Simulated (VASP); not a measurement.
GaSb, 2 atoms in the cell. Symmetry: F-43m, No. 216, cubic system. The conventional cell has a = 6.214 Å, b = 6.214 Å, c = 6.214 Å, α = 90.00°, β = 90.00°, γ = 90.00°. Around Ga (site symmetry -43m) lie 4 Sb at 2.69 Å. Sb (site symmetry -43m) has 4 Ga at 2.69 Å as nearest neighbours. 

```yaml
Program: VASP 6.6.1
Task: relaxation of cell and atoms
Functional: PBE
Dispersion: D3(BJ)
Potentials_or_basis: VASP PAW PBE potentials, release 64 (Ga_d, Sb)
Cutoff: 600 eV
k_mesh: 12 × 12 × 12
Occupations: gaussian, width 0.1 eV
Spin: no spin polarisation
Dipole_correction: no
Further_INCAR_settings: ALGO = Normal; EDIFF = 1e-07; IBRION = 2; EDIFFG = -0.005; NSW = 70; ISIF = 3
```

Potentials or basis: VASP PAW PBE potentials, release 64 (Ga_d, Sb).

Command:

```sh
$ cat potpaw_PBE.64/Ga_d/POTCAR potpaw_PBE.64/Sb/POTCAR > POTCAR
$ mpirun -np 1 vasp_std > vasp.out
```

Hardware: 1 thread of AMD EPYC 9R45 96-Core Processor (Zen 5) (shared host).

Problem. Estimate the wall time of this run.

Solution. Run time: 93 s on 1 thread of AMD EPYC 9R45 96-Core Processor (Zen 5), with other jobs on the host, peak memory 0.24 GiB. Counts: scf iterations 32, k points 72, ion steps 3.
